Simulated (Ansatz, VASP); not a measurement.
## MnO in VASP and in Ansatz

File INCAR:

```
SYSTEM = MnO
PREC = Accurate
ENCUT = 520
EDIFF = 1E-7
ISMEAR = 0
SIGMA = 0.1
LREAL = .FALSE.
LASPH = .TRUE.
NELM = 150
ALGO = Normal
ISIF = 2
LWAVE = .FALSE.
LCHARG = .TRUE.
ISPIN = 2
MAGMOM = 4 4 0 0
LORBIT = 11
LMAXMIX = 4
GGA = PS
LELF = .TRUE.
LVHAR = .TRUE.
NBANDS = 31
```

Contents of KPOINTS:

```
regular mesh
0
G
  6 6 4
  0 0 0
```

The input POSCAR:

```
MnO
1.0
    3.2970267511      0.0000000000      0.0000000000
   -1.6485133755      2.8553089234      0.0000000000
    0.0000000000      0.0000000000      5.6092426729
Mn O
2 2
Direct
    0.3333333333      0.6666666667     -0.0288250894
    0.6666666667      0.3333333333      0.4711749106
    0.3333333333      0.6666666667      0.4109250894
    0.6666666667      0.3333333333      0.9109250894
```

Input for Ansatz:

```yaml
crystal:
  lattice:
    - [3.2970267511, 0.0, 0.0]
    - [-1.6485133755, 2.8553089234, 0.0]
    - [0.0, 0.0, 5.6092426729]
  atoms:
    - { symbol: Mn, position: [0.3333333333, 0.6666666667, -0.0288250894], spin: 4.0 }
    - { symbol: Mn, position: [0.6666666667, 0.3333333333, 0.4711749106], spin: 4.0 }
    - { symbol: O, position: [0.3333333333, 0.6666666667, 0.4109250894] }
    - { symbol: O, position: [0.6666666667, 0.3333333333, 0.9109250894] }
basis:
  ecutwfc: 420
kpoints:
  mp_grid: { grid: [6, 6, 4] }
hamiltonian:
  xc: pbesol
scf:
  occupations: { method: gaussian, width: 0.1 }
  lower_state_search: "off"
output:
  forces: true
  stress: true
  eigenvalues: true
  populations: true
magnetization:
  spin_polarized: true
```

Alike in both runs: task single point; functional PBEsol; k mesh 6 × 6 × 4; occupations gaussian, width 0.1 eV; collinear spin.

```csv
,VASP,Ansatz
version,VASP 6.6.1,Ansatz 0.2.0
potentials or method,"VASP PAW PBE potentials, release 64 (Mn_pv, O)","scalar-relativistic, plane waves, PAW"
plane-wave cutoff (eV),520,420
valence electrons in the cell,38,42
```

```csv
,VASP,Ansatz,Ansatz less VASP
gap on the k mesh at the Fermi level (eV),none,none,-
pressure (GPa),4.8,4.3,-0.50
largest component of the traceless stress (GPa),10.35,9.72,-0.636
rms of the force components (eV/Å),0.228,0.211,-0.0173
net moment per atom (μB),2.35,2.35,0.000
size of the moment on the site where the two differ most (μB),4.18,3.61,-0.577
```

Site moments also hang on the region over which each program counts them. Atom by atom the forces differ by 0.017 eV/Å (rms over components). A gap of «none» marks a metal or a gap that the smearing closes. The two sets of potentials don't hold the same shells in valence.

Caveats: the k mesh is coarse (spacing up to 0.37 Å⁻¹), so the values aren't converged; the PAW data sets were made with another functional, which shifts forces and pressure a little (VASP); semilocal functionals often make such compounds metallic where correlation or magnetic order opens a gap, which also shifts bond lengths.
